Question

A crystal of tin dioxide, SnO2, is computed nine times with the PBE functional. The cell and the atoms stay exactly where they are, and the cell has a volume of 11.92 Å³ per atom. Only the plane-wave cutoff changes, which sets how fine a detail of the electron waves the calculation can describe.

Quantum ESPRESSO 7.5, plane-wave DFT without spin polarisation for SnO2 (P4_2/mnm, 6 atoms per cell), with the PBE functional and norm-conserving PseudoDojo 0.4 SR PBE stringent pseudopotentials. All runs use a 3×3×4 k mesh and Fermi-Dirac smearing of 0.1 eV. Energies are free energies, and the sweep value is the wavefunction cutoff in Ry.

```
sweep density cutoff (eV)  sweep value  energy less tightest (meV/atom)  pressure (GPa)  force miss (eV/Å)
                     2231           41                          13305.6          -525.0              0.147
                     2776           51                           4179.4          -226.0              0.019
                     3320           61                           1069.8           -74.3              0.006
                     3864           71                            220.5           -13.4              0.002
                     4463           82                             25.6             6.9              0.001
                     5007           92                              2.4            10.6              0.000
                     5551          102                              0.7            11.0              0.000
                     6640          122                              0.3            11.0              0.000
                     8327          153                              0.0            11.0              0.000
```

The column "sweep value" is the cutoff in Ry. The "sweep density cutoff" belongs to the grid for the electron density and is always four times as high, so the two move together. "Energy less tightest" is the energy counted from the run at 153 Ry, and "force miss" is the largest change of any force component from that run. A negative pressure means that the cell, as reported, pulls inwards and would like to shrink.

Three explanations are offered for the large negative pressures at low cutoff.

A. The coarse description makes the crystal bind too tightly, so that it really is under tension at this size.

B. The pressure error is the energy error in other units: the excess energy per volume, times a fixed constant.

C. The pressure is evaluated with a frozen set of plane waves. Stretching the cell then makes the description coarser, and the energy lost in this way is mistaken for an inward pull.

(a) Derive what C predicts, and estimate from the energies alone how large its effect would be between 61 and 71 Ry. (b) Decide between A, B and C as far as the numbers allow. (c) Is the pressure in the last rows an error of the cutoff?

Model answer

(a) A plane wave in a crystal must fit into the cell. When the cell is stretched, every wave is stretched with it, its wavelength grows and its kinetic energy falls. A fixed list of waves that reached up to a certain kinetic energy before the stretch therefore reaches less far afterwards. The larger cell is described more coarsely than the smaller one.

A coarser description costs energy, because the electrons have less freedom to find their best arrangement. The energy therefore rises on stretching, even if the crystal itself has no wish to shrink. The stress formula takes the derivative of the energy with the list of waves held fixed, so it reports this rise as an inward pull. The effect is known as Pulay stress.

Its size follows from counting waves. The number N of plane waves below a cutoff Ecut in a cell of volume V obeys

N ∝ V · Ecut^(3/2)

If N stays fixed while V grows, the effective cutoff must fall as V^(−2/3). The reported pressure P, which is minus the derivative of the energy E with respect to volume, then has two parts:

P = P(constant cutoff) + (2 / 3V) · dE/d(ln Ecut)

The first part compares cells described equally finely, and it is where a real tension would appear. The second part is the Pulay stress. It is negative because the energy falls as the cutoff rises, and it contains no adjustable constant. It can be found without changing the volume at all, from energies at neighbouring cutoffs.

Between 61 and 71 Ry the energy changes by

220.5 − 1069.8 = −849.3 meV per atom, or −0.849 eV per atom

The logarithm of the cutoff changes by ln(71/61) = 0.152. The volume is 11.92 Å³ per atom, and 1 eV/Å³ is 160.2 GPa. Hence

Pulay stress ≈ (2/3) · (−0.849 / 0.152) / 11.92 · 160.2 ≈ −50 GPa

In terms of the crystal, stretching the volume by 1% with frozen waves lowers the effective cutoff by about two thirds of a percent. In this range of cutoffs that costs about 37 meV per atom. The loss looks small beside the total energy, but it occurs over a tiny change of volume, and pressure is energy per change of volume.

The pressures in the table can now be compared with this estimate. Counted from the final 11.0 GPa, the pressure is off by −85 GPa at 61 Ry and by −24 GPa at 71 Ry, with a plain average of −55 GPa. The estimate of −50 GPa comes from energies only, so the agreement is not arranged by a choice of constants.

(b) Explanation B fails first. If the pressure error were the excess energy per volume times a constant, the ratio of the two would be the same at every cutoff. Instead it is about 3 at 41 Ry, 6 at 61 Ry and 12 at 82 Ry. No single constant can serve all these rows.

The failure of B is instructive, because the pressure error does vanish together with the energy error. What matters is how steeply the energy still falls with the cutoff, not how much of it remains to be gained. The excess energy shrinks about twelvefold from 41 to 61 Ry, and about forty-twofold over the next 21 Ry. As the fall becomes steeper in proportion, each remaining meV of energy error goes with a larger error in the pressure.

Such an accelerating fall, which the table shows up to 92 Ry before a slow tail sets in, is expected here because the pseudopotentials keep the electron waves smooth. Once the cutoff covers their sharpest features, very little is left for still shorter waves to describe. In this calculation tin brings 22 electrons, among them compact 4s, 4p and 4d shells, and the 2p shell of oxygen is compact too. These shells are the usual reason for a high cutoff, though the table does not separate their shares.

Explanation A needs a closer look, since a real tension could be present in addition to the Pulay stress. The way to find it is to subtract the Pulay stress and see what remains. Between 61 and 71 Ry the remainder is 6 to 12 GPa, depending on how the pressure is averaged over the interval. The converged pressure lies within that range, so no real tension is needed there.

Between 41 and 51 Ry the reported pressure averages about −375 GPa, and the Pulay stress alone accounts for practically all of it. The remainder lies between about −1 and 19 GPa. A real change of some 10 GPa could hide in this spread, but a tension of hundreds of GPa could not. As an account of the trend, A is therefore ruled out, and C is left as the cause.

The forces point the same way. At 51 Ry the pressure is still wrong by 237 GPa, yet the force miss is only 0.019 eV/Å. Plane waves fill the cell evenly and do not travel with the atoms, so moving an atom does not make the description coarser. Stretching the cell does, and this is why the pressure suffers where the forces hardly notice.

(c) No. Between 102 and 122 Ry the energy still falls slightly, but the Pulay stress calculated from that fall is only about −0.02 GPa. The remaining 11.0 GPa must have another origin, and its sign is that of a crystal pushing outwards. PBE is known to favour somewhat too large a volume for many oxides, and the cell here is close to the measured size, so an outward push is plausible. How far the mesh of k points and the smearing of the occupations contribute is untested. The calculation also holds the atoms still, so any pressure from their vibrations is missing from the 11.0 GPa.

Remarks on the reasoning

A tempting mistake is to read a physical event into the change of sign between 71 and 82 Ry. The crystal does not pass from tension to compression, since it is the same crystal throughout. A steady outward pressure and a shrinking Pulay stress of opposite sign happen to cancel somewhere in that interval. With a different cell size the cancellation would fall at a different cutoff, and in a cell stretched beyond its equilibrium size it need not occur at all.

A good answer also says what the comparison tests. The formula in (a) follows from the way the pressure is defined, so agreement is no discovery about the stress formula. What the numbers decide is how much pressure remains once the Pulay part has been removed. That remainder stays small and positive or close to zero while the reported pressure changes by hundreds of GPa, and this is the evidence against A.

The estimate is an average over an interval, whereas the table gives pressures at its ends. The pressure error does not fall along a straight line: it drops quickly at first and then flattens. A straight-line average therefore exaggerates it. It exceeds the estimate by about 3% between 41 and 51 Ry and by about a quarter between 82 and 92 Ry. Averaging along a curve that falls by a constant percentage errs the other way, and in every interval up to 92 Ry the estimate lies between the two. Above that the pressure errors are too small for the printed digits to test it.

The argument from the forces deserves only part of the credit. Tin sits at a centre of symmetry, where the force is zero at any cutoff, so only oxygen can reveal a fault. Even there, bonds that all pulled too hard could partly balance one another. Small force changes support C, but it is the energy differences that decide.

The practical danger lies in trusting the forces as a sign that all is well. At 71 Ry they have settled to 0.002 eV/Å, but the pressure is −13.4 GPa and has the wrong sign. A cell relaxed by following this pressure would start to shrink, although the converged calculation wants it to grow. One remedy is to compute the energy at several volumes with the same cutoff, rather than the same list of waves, and to take the pressure from the slope of a smooth curve fitted through them. The fit is needed because the number of waves changes in jumps from one volume to the next. Such a slope leaves the Pulay part out, as the formula above shows.

If the reported pressure itself is to be used, two energies at the present volume give a quick test. Raise the cutoff by 10% and note how far the energy falls. For a volume per atom like the one here, each meV per atom of that fall stands for a Pulay stress of about 0.1 GPa, averaged over the step:

(2/3) · (0.001 / ln 1.1) / 11.92 · 160.2 ≈ 0.09 GPa

Keep the higher of the two cutoffs, and raise it again until this stress is small beside the pressure that matters for the task.
